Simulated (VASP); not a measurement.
# SrCl2 (Fm-3m) in VASP: further runs, part 2 of 2

VASP 6.6.1. Earlier steps stand in the parts before.

## Step 3: Single point, LDA

INCAR reads:

```
SYSTEM = SrCl2
PREC = Accurate
ENCUT = 520
EDIFF = 1E-6
ISMEAR = 0
SIGMA = 0.01
LREAL = .FALSE.
LASPH = .TRUE.
NELM = 100
ALGO = Normal
ISIF = 2
LWAVE = .FALSE.
LCHARG = .FALSE.
GGA = CA
NBANDS = 19
```

KPOINTS reads:

```
Automatic mesh
0
G
  4 4 4
  0 0 0
```

POSCAR reads:

```
SrCl2
1.0
    0.0000000000      3.4883500000      3.4883500000
    3.4883500000      0.0000000000      3.4883500000
    3.4883500000      3.4883500000      0.0000000000
Sr Cl
1 2
Direct
    0.0000000000      0.0000000000      0.0000000000
    0.2500000000      0.2500000000      0.2500000000
    0.7500000000      0.7500000000      0.7500000000
```

Potentials or basis: VASP PAW LDA potentials, release 64 (Sr_sv, Cl).

The run is started by

```
cat potpaw_LDA.64/Sr_sv/POTCAR potpaw_LDA.64/Cl/POTCAR > POTCAR
mpirun -np 1 vasp_std > vasp.out
```

OUTCAR:

```text
SYSTEM = SrCl2
   PREC = Accurate
   ENCUT = 520
   EDIFF = 1E-6
   ISMEAR = 0
   LREAL = .FALSE.
   LASPH = .TRUE.
   NELM = 100
   ISIF = 2
   GGA = CA

 ion  position               nearest neighbor table
   1  0.000  0.000  0.000-   3 3.02   3 3.02   3 3.02   2 3.02   3 3.02   2 3.02   2 3.02   2 3.02

   2  0.250  0.250  0.250-   1 3.02   1 3.02   1 3.02   1 3.02
   3  0.750  0.750  0.750-   1 3.02   1 3.02   1 3.02   1 3.02

  LATTYP: Found a face centered cubic cell.
 ALAT       =     6.9767000000

  Lattice vectors:

 A1 = (   0.0000000000,   3.4883500000,   3.4883500000)
 A2 = (   3.4883500000,   0.0000000000,   3.4883500000)
 A3 = (   3.4883500000,   3.4883500000,   0.0000000000)

Analysis of symmetry for initial positions (statically):
=====================================================================
 Subroutine PRICEL returns:
 Original cell was already a primitive cell.

 Routine SETGRP: Setting up the symmetry group for a
 face centered cubic supercell.

 Subroutine GETGRP returns: Found 48 space group operations
 (whereof 48 operations were pure point group operations)
 out of a pool of 48 trial point group operations.

The static configuration has the point symmetry O_h .

Analysis of symmetry for dynamics (positions and initial velocities):
=====================================================================
 Subroutine PRICEL returns:
 Original cell was already a primitive cell.

 Routine SETGRP: Setting up the symmetry group for a
 face centered cubic supercell.

 Subroutine GETGRP returns: Found 48 space group operations
 (whereof 48 operations were pure point group operations)
 out of a pool of 48 trial point group operations.

The dynamic configuration has the point symmetry O_h .

 Subroutine INISYM returns: Found 48 space group operations
 (whereof 48 operations are pure point group operations),
 and found     1 'primitive' translations

----------------------------------------------------------------------------------------
[... 99 lines left out ...]
  volume/ion in A,a.u.               =      28.30       190.97
  Fermi-wavevector in a.u.,A,eV,Ry     =   1.074439  2.030396 15.706833  1.154420
  Thomas-Fermi vector in A             =   2.210267
   LORBIT       =      0    0 simple, 1 ext, 2 COOP (PROOUT), +10 PAW based schemes
   GGA     = CA    functional components
   LHFCALC =     F    Hartree Fock is set to
   AEXX    =    0.0000 exact exchange contribution
   IVDW    =     0    specifies the selected vdW correction
   LEPSILON=     F    determine dielectric tensor
   LRPA    =     F    only Hartree local field effects (RPA)
 non-spin polarized calculation
 Gauss-broadening in eV      SIGMA  =   0.01
  energy-cutoff  :      520.00
  volume of cell :       84.90
 maximum number of plane-waves:      2302
 NGX is ok and might be reduce to    40
   NGX = 19   NGY = 19   NGZ = 19

 number of electron      23.9999999 magnetization

 Free energy of the ion-electron system (eV)
  ---------------------------------------------------
  ext. energy  EPLUGINS =         0.00000000
  ---------------------------------------------------
  free energy    TOTEN  =       -14.02557267 eV

  energy without entropy =      -14.02557267  energy(sigma->0) =      -14.02557267

 E-fermi :   0.0464     XC(G=0):  -8.7997

 val. band max:       -0.0384952858   @ k =   0.5000   0.5000   0.0000
 cond. band min:       4.8471370364   @ k =   0.0000   0.0000   0.0000
 fundamental gap:      4.8856323222
 Fermi energy:         0.0464497731

 k-point     1 :       0.0000    0.0000    0.0000
  band No.  band energies     occupation
      1     -32.7338      2.00000
      2     -14.8348      2.00000
      3     -14.8348      2.00000
      4     -14.8348      2.00000
      5     -13.2749      2.00000
      6     -12.3917      2.00000
[... 153 lines left out ...]
      6     -12.5831      2.00000
[... 11 lines left out ...]
     18       9.1293      0.00000
     19      10.2755      0.00000

------------------------ aborting loop because EDIFF is reached ----------------------------------------

  FORCE on cell =-STRESS in cart. coord.  units (eV):
  Direction    XX          YY          ZZ          XY          YZ          ZX
  --------------------------------------------------------------------------------------
  -------------------------------------------------------------------------------------
  Total       -1.4471172     -1.4471172     -1.4471172     -0.0000000      0.0000000      0.0000000
  in kB      -27.3101537    -27.3101537    -27.3101537     -0.0000000      0.0000000      0.0000000
  external PRESSURE =     -27.3101537 kB  Pullay stress =       0.0000000 kB

 VOLUME and BASIS-vectors are now :
 -----------------------------------------------------------------------------
  energy-cutoff  :      520.00
  volume of cell :       84.90
      direct lattice vectors                 reciprocal lattice vectors
     0.000000000  3.488350000  3.488350000    -0.143334241  0.143334241  0.143334241
     3.488350000  0.000000000  3.488350000     0.143334241 -0.143334241  0.143334241
     3.488350000  3.488350000  0.000000000     0.143334241  0.143334241 -0.143334241

 POSITION                                       TOTAL-FORCE (eV/Angst)
 -----------------------------------------------------------------------------------
      0.00000      0.00000      0.00000         0.000000     -0.000000      0.000000
      1.74418      1.74418      1.74418         0.000000      0.000000      0.000000
      5.23252      5.23252      5.23252        -0.000000      0.000000     -0.000000
 -----------------------------------------------------------------------------------
    total drift:                               -0.000000     -0.000000      0.000000

  FREE ENERGIE OF THE ION-ELECTRON SYSTEM (eV)
  ---------------------------------------------------
  free  energy   TOTEN  =       -14.0255726654 eV

  energy  without entropy=      -14.0255726654  energy(sigma->0) =      -14.02557267
```

OSZICAR:

```text
N       E                     dE             d eps       ncg     rms          rms(c)
DAV:   1     0.135500996850E+03    0.13550E+03   -0.11488E+04   304   0.114E+03
DAV:   2    -0.526947479671E+01   -0.14077E+03   -0.13578E+03   419   0.217E+02
DAV:   3    -0.139662160286E+02   -0.86967E+01   -0.86637E+01   386   0.545E+01
DAV:   4    -0.143480980510E+02   -0.38188E+00   -0.38130E+00   503   0.949E+00
DAV:   5    -0.143507877965E+02   -0.26897E-02   -0.26896E-02   399   0.886E-01    0.137E+01
DAV:   6    -0.140584262520E+02    0.29236E+00   -0.54543E-01   343   0.403E+00    0.894E+00
DAV:   7    -0.140294456377E+02    0.28981E-01   -0.27994E-01   394   0.319E+00    0.170E+00
DAV:   8    -0.140249730049E+02    0.44726E-02   -0.49956E-02   348   0.116E+00    0.308E-01
DAV:   9    -0.140253244815E+02   -0.35148E-03   -0.14364E-03   340   0.232E-01    0.109E-01
DAV:  10    -0.140255328780E+02   -0.20840E-03   -0.13541E-04   369   0.673E-02    0.235E-02
DAV:  11    -0.140255694806E+02   -0.36603E-04   -0.23121E-05   383   0.295E-02    0.226E-02
DAV:  12    -0.140255719761E+02   -0.24955E-05   -0.48599E-06   360   0.109E-02    0.500E-03
DAV:  13    -0.140255726654E+02   -0.68923E-06   -0.58622E-07   302   0.412E-03
   1 F= -.14025573E+02 E0= -.14025573E+02  d E =-.121658E-34
```

stdout:

```text
POSCAR found type information on POSCAR SrCl
 POSCAR found :  2 types and       3 ions
 scaLAPACK will be used
 LDA part: xc-table for (Slater(with rela. corr.)+CA(PZ))
 , standard interpolation
 POSCAR, INCAR and KPOINTS ok, starting setup
 FFT: planning ... GRIDC
 FFT: planning ... GRID_SOFT
 FFT: planning ... GRID
 WAVECAR not read
 entering main loop
```

It took 14 s on 1 thread of Intel Xeon 6975P-C (Granite Rapids), shared host; peak memory 0.18 GiB.

What came out:

```
Free energy            : -14.0256 eV
Pressure               : -2.7 GPa
Band gap on the k mesh : 4.89 eV, indirect (least direct gap 5.15 eV)
```
